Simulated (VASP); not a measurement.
# Si (Fd-3m) in VASP: phonons with PBE

Aim: the phonons of Si with PBE.

Everything below comes from runs of VASP 6.6.1. Logs are shortened: lines on timing, memory, paths and dates and some standing lists are left out, and cuts for length are marked.

**1. The structure**

It takes space group Fd-3m (No. 227, cubic). Conventional cell: a = 5.427 Å, b = 5.427 Å, c = 5.427 Å, α = 90.00°, β = 90.00°, γ = 90.00°. Around Si (site symmetry -43m) lie 4 Si at 2.35 Å.

**2. Phonons, PBE**

POSCAR reads:

```
Si
1.0
    0.0000000000      2.7135600000      2.7135600000
    2.7135600000      0.0000000000      2.7135600000
    2.7135600000      2.7135600000      0.0000000000
Si
2
Direct
    0.7500000000      0.7500000000      0.7500000000
    0.5000000000      0.5000000000      0.5000000000
```

INCAR.step1 reads:

```
SYSTEM = Si
PREC     = Accurate       ! precision mode
ENCUT    = 600            ! plane-wave cutoff, eV
EDIFF    = 1E-8           ! SCF threshold, eV
ISMEAR   = 0              ! smearing method
SIGMA    = 0.02           ! smearing width, eV
LREAL    = .False.        ! projectors in reciprocal space
LASPH    = .True.         ! aspherical terms in the spheres
NELM     = 80             ! most SCF steps
ALGO     = Fast           ! electronic algorithm
ISIF     = 3              ! what is computed and relaxed
LWAVE    = .False.        ! write WAVECAR
LCHARG   = .False.        ! write CHGCAR
GGA      = PE             ! functional
IBRION   = 2              ! ionic algorithm
NSW      = 40             ! ionic steps
EDIFFG   = -0.002         ! ionic threshold
```

INCAR.step2 reads:

```
SYSTEM = Si
PREC     = Accurate       ! precision mode
ENCUT    = 600            ! plane-wave cutoff, eV
EDIFF    = 1E-8           ! SCF threshold, eV
ISMEAR   = 0              ! smearing method
SIGMA    = 0.02           ! smearing width, eV
LREAL    = .False.        ! projectors in reciprocal space
LASPH    = .True.         ! aspherical terms in the spheres
NELM     = 80             ! most SCF steps
ALGO     = Fast           ! electronic algorithm
ISIF     = 2              ! what is computed and relaxed
LWAVE    = .False.        ! write WAVECAR
LCHARG   = .False.        ! write CHGCAR
GGA      = PE             ! functional
IBRION   = 6              ! ionic algorithm
NFREE    = 2            
POTIM    = 0.015          ! step
NSW      = 1              ! ionic steps
```

KPOINTS reads:

```
Automatic mesh
0
Gamma
  10 10 10
  0 0 0
```

Potentials or basis: VASP PAW PBE potentials, release 64 (Si).

The run is started by

```
$ cat potpaw_PBE.64/Si/POTCAR > POTCAR
$ cp INCAR.step1 INCAR
$ mpirun -np 1 vasp_std > vasp.out
$ cp CONTCAR POSCAR
$ cp INCAR.step2 INCAR
$ mpirun -np 1 vasp_std > vasp.out
```

OUTCAR:

```text
SYSTEM = Si
   PREC = Accurate
   ENCUT = 600
   EDIFF = 1E-8
   ISMEAR = 0
   LREAL = .False.
   LASPH = .True.
   NELM = 80
   ISIF = 2
   GGA = PE
   IBRION = 6
   NFREE = 2
   POTIM = 0.015
   NSW = 1

 ion  position               nearest neighbor table
   1  0.750  0.750  0.750-   2 2.37   2 2.37   2 2.37   2 2.37
   2  0.500  0.500  0.500-   1 2.37   1 2.37   1 2.37   1 2.37

  LATTYP: Found a face centered cubic cell.
 ALAT       =     5.4686303996

  Lattice vectors:

 A1 = (   0.0000000000,   2.7343151998,   2.7343151998)
 A2 = (   2.7343151998,   0.0000000000,   2.7343151998)
 A3 = (   2.7343151998,   2.7343151998,   0.0000000000)

Analysis of symmetry for initial positions (statically):
=====================================================================
 Subroutine PRICEL returns:
 Original cell was already a primitive cell.

 Routine SETGRP: Setting up the symmetry group for a
 face centered cubic supercell.

 Subroutine GETGRP returns: Found 48 space group operations
 (whereof 24 operations were pure point group operations)
 out of a pool of 48 trial point group operations.

The static configuration has the point symmetry T_d .
 The point group associated with its full space group is O_h .

Analysis of symmetry for dynamics (positions and initial velocities):
=====================================================================
 Subroutine PRICEL returns:
 Original cell was already a primitive cell.

 Routine SETGRP: Setting up the symmetry group for a
 face centered cubic supercell.

 Subroutine GETGRP returns: Found 48 space group operations
 (whereof 24 operations were pure point group operations)
 out of a pool of 48 trial point group operations.

The dynamic configuration has the point symmetry T_d .
 The point group associated with its full space group is O_h .

 Subroutine INISYM returns: Found 48 space group operations
 (whereof 24 operations are pure point group operations),
 and found     1 'primitive' translations

----------------------------------------------------------------------------------------

                                     Primitive cell

  volume of cell :      40.8861

  direct lattice vectors                    reciprocal lattice vectors
     0.000000000  2.734315200  2.734315200    -0.182861142  0.182861142  0.182861142
     2.734315200  0.000000000  2.734315200     0.182861142 -0.182861142  0.182861142
     2.734315200  2.734315200  0.000000000     0.182861142  0.182861142 -0.182861142

  length of vectors
     3.866905639  3.866905639  3.866905639     0.316724789  0.316724789  0.316724789

  position of ions in fractional coordinates (direct lattice)
     0.750000000  0.750000000  0.750000000
     0.500000000  0.500000000  0.500000000

  ion indices of the primitive-cell ions
   primitive index   ion index
                 1           1
                 2           2

----------------------------------------------------------------------------------------

 KPOINTS: Automatic mesh

Automatic generation of k-mesh.
 Grid dimensions read from file:
 generate k-points for:   10   10   10

 Generating k-lattice:

  Cartesian coordinates                     Fractional coordinates (reciprocal lattice)
    -0.018286114  0.018286114  0.018286114     0.100000000  0.000000000  0.000000000
[... 57 lines left out ...]
   ENCUT  =  600.0 eV  44.10 Ry    6.64 a.u.   7.72  7.72  7.72*2*pi/ulx,y,z
   NELM   =     80;   NELMIN=  2; NELMDL=  0     # of ELM steps
   EDIFF  = 0.1E-07   stopping-criterion for ELM
   LREAL  =      F    real-space projection
   EDIFFG = 0.1E-06   stopping-criterion for IOM
   NSW    =     61    number of steps for IOM
   IBRION =      6    ionic relax: 0-MD 1-quasi-New 2-CG
   NFREE  =      2    steps in history (QN), initial steepest desc. (CG)
   ISIF   =      2    stress and relaxation
   ISYM   =      2    0-nonsym 1-usesym 2-fastsym
   POTIM  = 0.0150    time-step for ionic-motion
   TEBEG  =    0.0;   TEEND  =   0.0 temperature during run
   PSTRESS=    0.0 pullay stress
   NELECT =       8.0000    total number of electrons
   NUPDOWN=      -1.0000    fix difference up-down
   EMIN   =  10.00;   EMAX   =-10.00  energy-range for DOS
   EFERMI =   0.00;   METHOD = LEGACY
   ISMEAR =     0;   SIGMA  =   0.02  broadening in eV -4-tet -1-fermi 0-gaus
   EFERMI_NEDOS =   21; number of points for ismear=-14 and -15
   IALGO  =     68    algorithm
   IMIX   =      4    mixing-type and parameters
     AMIX     =   0.40;   BMIX     =  1.00
     AMIX_MAG =   1.60;   BMIX_MAG =  1.00
  volume/ion in A,a.u.               =      20.44       137.96
  Fermi-wavevector in a.u.,A,eV,Ry     =   0.950414  1.796022 12.289968  0.903287
  Thomas-Fermi vector in A             =   2.078789
   LORBIT       =      0    0 simple, 1 ext, 2 COOP (PROOUT), +10 PAW based schemes
   GGA     = PE    functional components
   LHFCALC =     F    Hartree Fock is set to
   AEXX    =    0.0000 exact exchange contribution
   IVDW    =     0    specifies the selected vdW correction
   LEPSILON=     F    determine dielectric tensor
   LRPA    =     F    only Hartree local field effects (RPA)
 finite differences with symmetry
 non-spin polarized calculation
 RMM-DIIS sequential band-by-band and
 Gauss-broadening in eV      SIGMA  =   0.02
  energy-cutoff  :      600.00
  volume of cell :       40.89
 maximum number of plane-waves:      1387
   NGX = 15   NGY = 15   NGZ = 15

--------------------------------------- Ionic step        1  -------------------------------------------

 number of electron       8.0000000 magnetization

 Free energy of the ion-electron system (eV)
  ---------------------------------------------------
  ext. energy  EPLUGINS =         0.00000000
  ---------------------------------------------------
  free energy    TOTEN  =       -10.84933443 eV

  energy without entropy =      -10.84933443  energy(sigma->0) =      -10.84933443

------------------------ aborting loop because EDIFF is reached ----------------------------------------

  FORCE on cell =-STRESS in cart. coord.  units (eV):
  Direction    XX          YY          ZZ          XY          YZ          ZX
  --------------------------------------------------------------------------------------
  -------------------------------------------------------------------------------------
  Total        0.0013300      0.0013300      0.0013300      0.0000000      0.0000000     -0.0000000
  in kB        0.0521166      0.0521166      0.0521166      0.0000000      0.0000000     -0.0000000
  external PRESSURE =       0.0521166 kB  Pullay stress =       0.0000000 kB
[... 59 lines left out ...]
--------------------------------------- Ionic step        3  -------------------------------------------

 number of electron       8.0000000 magnetization

 Free energy of the ion-electron system (eV)
  ---------------------------------------------------
  ext. energy  EPLUGINS =         0.00000000
  ---------------------------------------------------
  free energy    TOTEN  =       -10.84786750 eV

  energy without entropy =      -10.84786750  energy(sigma->0) =      -10.84786750

 E-fermi :   5.8032     XC(G=0):  -9.3274

 val. band max:        5.6884907448   @ k =   0.0000   0.0000   0.0000
 cond. band min:       6.2325178585   @ k =   0.0000   0.4000   0.4000
 fundamental gap:      0.5440271138
 Fermi energy:         5.8032128557

 k-point     1 :       0.0000    0.0000    0.0000
  band No.  band energies     occupation
      1      -6.1985      2.00000
      2       5.5450      2.00000
      3       5.6172      2.00000
      4       5.6885      2.00000
      5       8.1308      0.00000
      6       8.1727      0.00000
      7       8.2162      0.00000
      8       8.7510      0.00000
[... 243 lines left out ...]
 k-point    24 :       0.4000    0.3000    0.0000
  band No.  band energies     occupation
      1      -4.0727      2.00000
      2       0.2062      2.00000
      3       2.8420      2.00000
      4       3.2323      2.00000
      5       6.6897      0.00000
      6       7.8806      0.00000
      7      12.4790      0.00000
      8      12.6377      0.00000

 [... further k-points ...]
[... 5 lines left out ...]
  --------------------------------------------------------------------------------------
  -------------------------------------------------------------------------------------
  Total        0.0009656      0.0044455      0.0044455      0.0000000      0.1355292      0.0000000
  in kB        0.0378385      0.1742041      0.1742041      0.0000000      5.3108953      0.0000000
  external PRESSURE =       0.1287489 kB  Pullay stress =       0.0000000 kB
[... 17 lines left out ...]
  FREE ENERGIE OF THE ION-ELECTRON SYSTEM (eV)
  ---------------------------------------------------
  free  energy   TOTEN  =       -10.8478674985 eV

  energy  without entropy=      -10.8478674985  energy(sigma->0) =      -10.84786750

 INTERNAL STRAIN TENSORS FROM DISPLACED ATOMS
 ============================================

 INTERNAL STRAIN TENSOR FOR ION    1 for displacements in x,y,z  (eV/Angst):
          X           Y           Z          XY          YZ          ZX
  --------------------------------------------------------------------------------
  x     0.00000     0.00000     0.00000     0.00000    -9.03444     0.00000
  y     0.00000     0.00000     0.00000     0.00000     0.00000    -9.03444
  z     0.00000     0.00000     0.00000    -9.03444     0.00000     0.00000

 INTERNAL STRAIN TENSOR FOR ION    2 for displacements in x,y,z  (eV/Angst):
          X           Y           Z          XY          YZ          ZX
  --------------------------------------------------------------------------------
  x     0.00000     0.00000     0.00000     0.00000     9.03444     0.00000
  y     0.00000     0.00000     0.00000     0.00000     0.00000     9.03444
  z     0.00000     0.00000     0.00000     9.03444     0.00000     0.00000

 Eigenvectors and eigenvalues of the dynamical matrix
 ----------------------------------------------------

   1 f  =   15.067015 THz    94.668848 2PiTHz  502.581528 cm-1    62.312140 meV
             X         Y         Z           dx          dy          dz
      4.101473  4.101473  4.101473     0.000000   -0.707107    0.000000
      2.734315  2.734315  2.734315     0.000000    0.707107    0.000000
[... 21 lines left out ...]
   6 f  =    0.000000 THz     0.000000 2PiTHz    0.000000 cm-1     0.000000 meV
             X         Y         Z           dx          dy          dz
      4.101473  4.101473  4.101473     0.000000    0.000000    0.707107
      2.734315  2.734315  2.734315     0.000000    0.000000    0.707107

 ELASTIC MODULI CONTR FROM IONIC RELAXATION (kBar)
 Direction    XX          YY          ZZ          XY          YZ          ZX
 --------------------------------------------------------------------------------
 XX           0.0000      0.0000      0.0000      0.0000      0.0000      0.0000
 YY           0.0000      0.0000      0.0000      0.0000      0.0000      0.0000
 ZZ           0.0000      0.0000      0.0000      0.0000      0.0000      0.0000
 XY           0.0000      0.0000      0.0000   -245.2108      0.0000      0.0000
 YZ           0.0000      0.0000      0.0000      0.0000   -245.2108      0.0000
 ZX           0.0000      0.0000      0.0000      0.0000      0.0000   -245.2108
 --------------------------------------------------------------------------------
```

It took 86 s on 1 thread of AMD EPYC 9R45 (Zen 5), shared host; peak memory 0.22 GiB.

What came out:

* Relaxed volume: 20.44 Å³/atom
* Relaxed cell: a = 3.867 Å, b = 3.867 Å, c = 3.867 Å, α = 60.00°, β = 60.00°, γ = 60.00°
* Space group after relaxing (to 0.05 Å): Fd-3m (No. 227)
* Highest phonon frequency at Γ: 503 cm⁻¹

Step by step:
```tsv
step	energy change (eV)	largest force (eV/Å)	pressure (GPa)	volume (Å³)
1	0.0000	0.0000	2.14	39.96
2	-0.0033	0.0000	-1.33	41.53
3	-0.0060	0.0000	0.00	40.89
```

Final structure:
```yaml
crystal:
  lattice:
    - [0.00000, 2.73432, 2.73432]
    - [2.73432, 0.00000, 2.73432]
    - [2.73432, 2.73432, 0.00000]
  atoms:
    - { symbol: Si, position: [0.75000, 0.75000, 0.75000] }
    - { symbol: Si, position: [0.50000, 0.50000, 0.50000] }
```

Phonon frequencies in cm⁻¹ (negative: imaginary):
```tsv
q point	frequencies
(0.000, 0.000, 0.000)	0 0 0 503 503 503
```
